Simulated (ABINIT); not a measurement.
The system is Al.

```
Al
1.0
    -1.59122    1.59122    1.59122
     1.59122   -1.59122    1.59122
     1.59122    1.59122   -1.59122
Al
1
Direct
  0.00000 0.00000 0.00000
```

This isn't the form of Al at room conditions, which is fcc.

Base run:

| Item | Value |
| --- | --- |
| Program | ABINIT 10.8.3 (patched build) |
| Functional | WC |
| Potentials or basis | JTH PAW PBE v2.0 |
| Cutoff | 490 eV |
| k mesh | 12 × 12 × 12 |
| Occupations | fermi-dirac, width 0.05 eV |
| Spin | no spin polarisation |

Its results: band gap on the k mesh none (metal or under the smearing width); pressure 2.8 GPa.

Problem. The run is repeated on the same cell with these changes: functional from WC to SCAN. What comes out?

Solution. Band gap on the k mesh none (metal or under the smearing width); pressure 3.7 GPa.

Caveats: the PAW data sets were made with another functional, which shifts forces and pressure a little.
